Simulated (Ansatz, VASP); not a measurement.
## SnSe: VASP beside Ansatz

```xyz
2
Lattice="3.6796 0.0000 0.0000 0.0000 3.6796 0.0000 0.0000 0.0000 3.6796" Properties=species:S:1:pos:R:3 pbc="T T T"
Sn    0.0000    0.0000    0.0000
Se    1.8398    1.8398    1.8398
```

Alike in both runs: task electric field gradients; functional PBE; k mesh 12 × 12 × 12; occupations fermi-dirac, width 0.03 eV; no spin polarisation.

|  | VASP | Ansatz |
| --- | --- | --- |
| version | VASP 6.6.1 | Ansatz 0.2.0 |
| potentials or method | VASP PAW PBE potentials, release 64 (Sn_d, Se) | PAW with Ansatz's default frozen-core files, scalar-relativistic |
| plane-wave cutoff (eV) | 520 | 800 |
| valence electrons in the cell | 20 | 30 |

```csv
,VASP,Ansatz,Ansatz less VASP
pressure (GPa),0.0,0.0,-0.01
Vzz of the field gradient on the site that differs most (V/Å²),0.0,0.0,0.00
```

The two sets of potentials don't hold the same shells in valence. Ansatz warned: «gradients_without_spin_orbit».
